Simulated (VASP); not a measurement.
HfO2:

```
CELL_PARAMETERS angstrom
4.81353 0.00000 0.00000
0.00000 4.81353 0.00000
0.00000 0.00000 3.20542
ATOMIC_POSITIONS crystal
Hf 0.50000 0.50000 0.50000
Hf 0.00000 0.00000 0.00000
O 0.80504 0.19496 0.50000
O 0.69496 0.69496 0.00000
O 0.30504 0.30504 0.00000
O 0.19496 0.80504 0.50000
```

Measurements of this composition are mostly on another form, of space group No. 14.

- Program: VASP 6.6.1
- Task: relaxation of cell and atoms
- Functional: PBE
- Potentials or basis: VASP PAW PBE potentials, release 64 (Hf_pv, O)
- Cutoff: 600 eV
- k mesh: 6 × 6 × 8
- Occupations: fermi-dirac, width 0.05 eV
- Spin: no spin polarisation

At the start: pressure 5.4 GPa; volume 12.38 Å³/atom.

Problem. Where does the relaxation end?

Solution. Over 8 steps the energy falls by 4.9 meV/atom and the volume is 12.68 Å³/atom (+2.4 %); space group P4_2/mnm (No. 136, to 0.05 Å).

Step by step:
```tsv
step	energy change (eV)	largest force (eV/Å)	pressure (GPa)	volume (Å³)
1	0.0000	0.0288	5.38	74.27
2	0.0413	0.1835	-7.50	78.83
3	-0.0283	0.0601	0.00	76.01
4	-0.0283	0.0582	0.08	75.97
5	-0.0292	0.0131	0.02	76.06
6	-0.0292	0.0092	0.06	76.05
7	-0.0293	0.0001	-0.08	76.10
8	-0.0293	0.0038	-0.03	76.08
```

Final structure:
```
CELL_PARAMETERS angstrom
4.85769 0.00000 0.00000
0.00000 4.85769 0.00000
0.00000 0.00000 3.22430
ATOMIC_POSITIONS crystal
Hf 0.50000 0.50000 0.50000
Hf 0.00000 0.00000 0.00000
O 0.80527 0.19473 0.50000
O 0.69473 0.69473 0.00000
O 0.30527 0.30527 0.00000
O 0.19473 0.80527 0.50000
```
